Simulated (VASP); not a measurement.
Crystal: C.

```xyz
12
Lattice="2.5221 0.0000 0.0000 -1.2611 2.1842 0.0000 0.0000 0.0000 12.3557" Properties=species:S:1:pos:R:3 pbc="T T T"
C     1.2611    0.7281    4.3760
C     0.0000    1.4561   10.5539
C     1.2611    0.7281    1.8018
C     0.0000    1.4561    7.9797
C     1.2611    0.7281    5.9205
C     0.0000    1.4561   12.0983
C     1.2611    0.7281    0.2574
C     0.0000    1.4561    6.4352
C     0.0000    0.0000   10.0390
C     0.0000    0.0000    3.8612
C     0.0000    0.0000    8.4945
C     0.0000    0.0000    2.3167
```

This is a hexagonal form of diamond, not graphite.

Base run:

* Program: VASP 6.6.1
* Functional: r2SCAN
* Potentials or basis: VASP PAW PBE potentials, release 64 (C)
* Cutoff: 520 eV
* k mesh: 12 × 12 × 3
* Occupations: fermi-dirac, width 0.05 eV
* Spin: no spin polarisation

Its results: band gap on the k mesh 4.57 eV, indirect (least direct gap 5.53 eV); pressure -1.0 GPa; largest force 0.344 eV/Å.

Question: The run is repeated on the same cell with these changes: functional from r2SCAN to rSCAN. What comes out?

Answer: Band gap on the k mesh 4.60 eV, indirect (least direct gap 5.53 eV); pressure -3.1 GPa; largest force 0.343 eV/Å.

Caveats: the PAW data sets were made with another functional, which shifts forces and pressure a little.

Not every run made on this cell is shown here.
